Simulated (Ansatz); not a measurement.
# Ti: stiffness from a series of strains

```yaml
crystal:
  lattice:
    - [2.95000, 0.00000, 0.00000]
    - [-1.47500, 2.55477, 0.00000]
    - [0.00000, 0.00000, 4.68600]
  atoms:
    - { symbol: Ti, position: [0.33333, 0.66667, 0.25000] }
    - { symbol: Ti, position: [0.66667, 0.33333, 0.75000] }
```

Atom numbers follow the list: Ti1, Ti2.

The cell is COD entry 9008517, as deposited and not checked against the literature; nothing was relaxed.

Computed with Ansatz 0.2.0, DFT, PBE, all-electron LAPW, scalar-relativistic.

Settings: a Γ-centred 13×13×7 k mesh, Fermi–Dirac smearing of 0.08 eV, basis error target 0.5 meV/atom, no spin polarisation.

The strain is applied along the Cartesian axes of the cell as listed (the other components stay zero). Fractional coordinates are held (clamped ions).

σ is the change of stress from the unstrained cell, which is at -1.58 GPa; tension is positive, so slopes are stress–strain coefficients at that pressure. In a metal the k mesh adds noise.

Only quantities that a quadratic follows smoothly over the whole series are listed; rougher ones are left out.

```csv
εxx = εyy,σzz (GPa),σxx (GPa)
-0.0300,-4.84,-8.29
-0.0200,-3.08,-5.31
-0.0100,-1.47,-2.55
0.0000,0.00,0.00
0.0100,1.34,2.35
0.0300,3.71,6.46
```

(1) Fit the series and read off the stiffness at zero strain.

(2) One run, at εxx = εyy = 0.0200, is withheld. Predict its row.

Answers

(1) Least-squares fits y = p0 + p1 x + p2 x² to the rows give σzz (GPa): p1 = 142, p2 = -630; σxx (GPa): p1 = 246, p2 = -1000. So C13 + C23 = 142 GPa and C11 + C12 = 246 GPa, for these axes.

(2) The fits give 2.59, 4.51; the run gave 2.57, 4.50.
